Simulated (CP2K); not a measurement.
Runs of CP2K 2026.2 on LiF (Griceite). Symmetry: Fm-3m, No. 225, cubic system. The conventional cell has a = 4.028 Å, b = 4.028 Å, c = 4.028 Å, α = 90.00°, β = 90.00°, γ = 90.00°. F (site symmetry m-3m) is surrounded by 6 Li at 2.01 Å. Li (site symmetry m-3m) has 6 F at 2.01 Å as nearest neighbours. 

```csv
level,potentials or basis,smearing,EPS_DEFAULT,NGRIDS,points a segment of the path (NPOINTS),bands added on the path,CUTOFF of the grids,gap on the mesh (eV),pressure (GPa)
r2SCAN,"POTENTIAL_UZH F GTH-SCAN-q7, Li GTH-SCAN-q3; TZVP-MOLOPT-SCAN-GTH basis",fermi-dirac 0.1 eV,1.0E-10,4,6,4,1100 Ry,10.05,(b)
LDA,"GTH_POTENTIALS F GTH-PADE-q7, Li GTH-PADE-q3; TZVP-MOLOPT-PBE-GTH basis",fermi-dirac 0.1 eV,1.0E-9,5,6,2,750 Ry,8.82,-6.3
PBEsol,"POTENTIAL_UZH F GTH-PBE-q7, Li GTH-PBE-q3; TZVP-MOLOPT-PBE-GTH basis",fermi-dirac 0.05 eV,1.0E-9,4,8,4,750 Ry,8.85,(a)
TB-mBJ,"POTENTIAL_UZH F GTH-PBE-q7, Li GTH-PBE-q3; TZVP-MOLOPT-PBE-GTH basis",fermi-dirac 0.01 eV,1.0E-9,5,10,6,1100 Ry,9.84,-
```

Alike in all rows: task band structure; no spin polarisation; cell as given; k mesh 11 × 11 × 11.

Q: Fill in the values left out.

A: (a) -0.7; (b) -1.6.

Caveats: the basis of atomic orbitals isn't converged, which shifts pressures, moduli and gaps; the potentials were made for another functional, which shifts forces and pressure (some runs); this is a model potential without an energy functional, so only levels have meaning (some runs).

